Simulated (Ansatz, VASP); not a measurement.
TePb: VASP beside Ansatz

```
Pb Te
1.0
     0.00000    3.23100    3.23100
     3.23100    0.00000    3.23100
     3.23100    3.23100    0.00000
Pb Te
1 1
Direct
  0.00000 0.00000 0.00000
  0.50000 0.50000 0.50000
```

Alike in both runs: task single point; functional PBE; k mesh 7 × 7 × 7; occupations gaussian, width 0.021 eV; no spin polarisation.

|  | VASP | Ansatz |
| --- | --- | --- |
| version | VASP 6.6.1 | Ansatz 0.2.0 |
| potentials or method | VASP PAW PBE potentials, release 64 (Pb_d, Te) | Ansatz PAW |
| plane-wave cutoff (eV) | 520 | 420 |
| valence electrons in the cell | 20 | 30 |

```tsv
	VASP	Ansatz	Ansatz less VASP
gap on the k mesh at the Fermi level (eV)	1.01	1.01	-0.003
least direct gap on the mesh (eV)	1.01	1.01	-0.003
pressure (GPa)	2.1	2.1	+0.06
```

The two sets of potentials don't hold the same shells in valence.

The runs have no spin-orbit coupling, so splittings on Pb, Te are missing.
